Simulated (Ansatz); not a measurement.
# WSe2: the cost of one run

Computed with Ansatz 0.2.0 (DFT PBE+D3(BJ), scalar-relativistic, plane waves, PAW, unless a step's input says otherwise).

2 further runs of the same task are left out: 2 set aside as unsound or not needed.

### Step 1. The starting structure

Symmetry: P6_3/mmc, No. 194, hexagonal system. The conventional cell has a = 3.279 Å, b = 3.279 Å, c = 12.789 Å, α = 90.00°, β = 90.00°, γ = 120.00°. Around W (site symmetry -6m2) lie 6 Se at 2.53 Å. Se (site symmetry 3m) is surrounded by 3 W at 2.53 Å.

Structure file:

```cif
data_structure
_symmetry_space_group_name_H-M 'P 1'
_symmetry_Int_Tables_number 1
_cell_length_a 3.2790
_cell_length_b 3.2790
_cell_length_c 12.7886
_cell_angle_alpha 90.000
_cell_angle_beta 90.000
_cell_angle_gamma 120.000
_cell_volume 119.08
loop_
_atom_site_label
_atom_site_type_symbol
_atom_site_fract_x
_atom_site_fract_y
_atom_site_fract_z
_atom_site_occupancy
W1 W 0.33333 0.66667 0.25000 1
W2 W 0.66667 0.33333 0.75000 1
Se1 Se 0.33333 0.66667 0.61829 1
Se2 Se 0.66667 0.33333 0.11829 1
Se3 Se 0.33333 0.66667 0.88171 1
Se4 Se 0.66667 0.33333 0.38171 1
```

It is the result of an earlier relaxation at this level (volume 19.85 Å³/atom; gap on the mesh: 0.90 eV).

### Step 2. Zero of energy

Reference values: F = -42652.0115 eV; pressure -0.01 GPa; largest force 0.002 eV/Å; gap on the mesh 0.90 eV. It was computed beforehand with the settings of the runs below.

### Step 3. Setting up moving one atom along a line

Atom 3 (Se) is moved by x along the Cartesian unit vector (0.707, 0.707, 0.000); the cell and all other atoms stay fixed. Forces below are components along that vector, summed over the moved atoms. In a periodic cell its images move with it.

### Step 4. Point x = -0.450 Å

The input, input.yaml:

```yaml
crystal:
  lattice:
    - [3.2790275592, 0.0, 0.0]
    - [-1.6395137796, 2.839721166, 0.0]
    - [0.0, 0.0, 12.7886113051]
  atoms:
    - { symbol: W, position: [0.3333333333, 0.6666666667, 0.25] }
    - { symbol: W, position: [0.6666666667, 0.3333333333, 0.75] }
    - { symbol: Se, position: [0.1802666777, 0.5546140978, 0.6182912222] }
    - { symbol: Se, position: [0.6666666667, 0.3333333333, 0.1182912222] }
    - { symbol: Se, position: [0.3333333333, 0.6666666667, 0.8817087778] }
    - { symbol: Se, position: [0.6666666667, 0.3333333333, 0.3817087778] }
basis:
  ecutwfc: 420
kpoints:
  mp_grid: { grid: [12, 12, 2] }
hamiltonian:
  xc: pbe
  dispersion: d3bj
scf:
  occupations: { method: gaussian, width: 0.05 }
output:
  forces: true
  stress: true
  eigenvalues: true
```

The run is started by

```bash
$ ansatz run input.yaml --threads 1 --pin off --max-ram 2560MiB --backend cpu --events-out ev --progress --plain --runs-dir out
```

What time and memory should one allow on 1 thread of Arm Neoverse V1, shared host?

About 92 s, with a peak of 0.83 GiB.
